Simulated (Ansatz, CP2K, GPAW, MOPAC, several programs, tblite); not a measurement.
What each method gives for CsSnBr₃ (cubic perovskite)

CsSnBr₃, cubic perovskite, relaxed with r2SCAN in Ansatz, was computed with several methods. Space group Pm-3m (No. 221), cubic; conventional cell a = 5.841 Å, 39.86 Å³ an atom. Cs has 12 Br at 4.13 Å; Sn has 6 Br at 2.92 Å; Br has 2 Sn at 2.92 Å and 4 Cs at 4.13 Å. No spin polarisation. The prototype was imposed, so other structures may be more stable.

```
Cs Sn Br
1.0
     5.84115    0.00000    0.00000
     0.00000    5.84115    0.00000
     0.00000    0.00000    5.84115
Cs Sn Br
1 1 3
Cartesian
  0.0000 0.0000 0.0000
  2.9206 2.9206 2.9206
  2.9206 2.9206 0.0000
  2.9206 0.0000 2.9206
  0.0000 2.9206 2.9206
```

Gaps and times are for a single point on this cell; volume and bulk modulus come from each method's own relaxation or energy curve at fixed shape. Times are rough, from shared hosts (Intel Xeon 6975P-C), and each method has its own mesh and cell size. GFN1-xTB (tblite): levels, charges or heat of formation failed a check of plausibility, so no values are given. A star marks a curve whose lowest point is an end point. PM6 (MOPAC), PM7 (MOPAC), GFN1-xTB (tblite), GFN2-xTB (tblite) treat a cluster of cells at its zone centre, which samples few k points: where these miss a band edge, the gap comes out too large for that reason alone. Gaps from k meshes are read at a limited set of points (mesh, symmetry points, PBE's band edges), so each method's own least gap may be somewhat smaller. xTB and the PM methods were fitted mostly to molecules, and can miss a solid's gap by electronvolts. Minimal bases can be far off for gaps. GLLB-SC's gap includes the derivative discontinuity. d marks a direct gap, i an indirect one (no mark: not told apart), a dash a value that wasn't computed or didn't pass its checks.

| method | kind | gap (eV) | own volume (Å³/atom) | bulk modulus (GPa) | atoms computed | processor time |
| --- | --- | --- | --- | --- | --- | --- |
| light PBE (260 eV and a coarse mesh) | light plane-wave | 0.49 d | – | – | 5 | 1.3 s |
| GFN1-xTB (tblite) | tight binding | – | – | – | 40 | 1.9 s |
| PM7 (MOPAC) | semi-empirical | 5.26 | – | – | 40 | 1.9 s |
| PM6 (MOPAC) | semi-empirical | 3.55 | – | – | 40 | 2.4 s |
| GFN2-xTB (tblite) | tight binding | 4.30 | – | – | 40 | 2.5 s |
| PBE | semilocal | 0.50 d | 41.23 | 19 | 5 | 3.3 s |
| r2SCAN | semilocal | 0.68 d | 39.86 | 22 | 5 | 8.9 s |
| PBE/SZV (CP2K) | small basis | 0.38 d | 43.95* | 20* | 5 | 12 s |
| PBE/DZVP (CP2K) | small basis | 0.65 d | 41.62 | 19 | 5 | 17 s |
| GLLB-SC (GPAW) | model potential | 1.15 | – | – | 5 | 35 s |

Against r2SCAN (0.68 eV) and with closed or daggered gaps left aside, the nearest gap at the points sampled is that of PBE/DZVP (CP2K) (-0.03 eV) and the farthest that of PM7 (MOPAC) (+4.58 eV). r2SCAN is only a yardstick of convenience: semilocal gaps usually lie below measured ones, which GLLB-SC and hybrids aim to mend.

Volumes against r2SCAN's: PBE +3.4 %, PBE/DZVP (CP2K) +4.4 %.

Spin-orbit coupling is left out, which matters wherever the heavy atoms make up the band edges.
